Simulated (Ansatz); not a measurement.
A surface is cut from this relaxed crystal of TaN:

```
Ta N
1.0
     2.88947    0.00000    0.00000
    -1.44473    2.50235    0.00000
     0.00000    0.00000    5.86080
Ta N
2 2
Direct
  0.00000 0.00000 0.00000
  0.00000 0.00000 0.50000
  0.33333 0.66667 0.25000
  0.66667 0.33333 0.75000
```

Miller indices refer to the conventional cell of P6_3/mmc (No. 194), a = 2.889 Å, b = 2.889 Å, c = 5.861 Å, α = 90.00°, β = 90.00°, γ = 120.00°.

The (102) slab of 21 planes, 12.1 Å thick with 15 Å of vacuum as cut; outer planes N (top) and N (bottom).

These are results of DFT PBEsol, scalar-relativistic, plane waves, PAW (Ansatz), not measurements. Settings: cutoff 420 eV, Γ-centred mesh 12×5×1 on the computed 28-atom cell, Gaussian smearing of 0.10 eV; no spin polarisation. A dipole correction removes the field between periodic images along c.

Results for the relaxed slab:

| Item | Value |
| --- | --- |
| Surface energy (mean of both faces) | 3.02 J/m² |
| Work function | 3.76 eV |

Relaxation lowers the energy by 0.224 J/m² a face; the largest move is 0.172 Å.

```tsv
plane (bottom to top)	atoms	spacing to next, bulk (Å)	relaxed (Å)	change (%)	rumpling (Å)
1	N	0.317	0.320	+1.0	0.000
2	Ta2	0.317	0.249	-21.5	0.094
3	N	1.269	1.290	+1.7	0.000
4	N	0.317	0.251	-20.9	0.000
5	Ta2	0.317	0.365	+15.1	0.120
6	N	1.269	1.252	-1.3	0.000
7	N	0.317	0.343	+8.1	0.000
8	Ta2	0.317	0.324	+2.2	0.004
9	N	1.269	1.252	-1.3	0.000
10	N	0.317	0.322	+1.7	0.000
11	Ta2	0.317	0.322	+1.7	0.000
12	N	1.269	1.252	-1.3	0.000
13	N	0.317	0.324	+2.2	0.000
14	Ta2	0.317	0.343	+8.1	0.004
15	N	1.269	1.252	-1.3	0.000
16	N	0.317	0.365	+15.1	0.000
17	Ta2	0.317	0.251	-20.9	0.120
18	N	1.269	1.290	+1.7	0.000
19	N	0.317	0.249	-21.5	0.000
20	Ta2	0.317	0.320	+1.0	0.094
21	N				0.000
```

Spin-orbit coupling is left out, which matters for the bands of heavy elements.

The reference crystal is a form of TaN, which isn't its usual structure.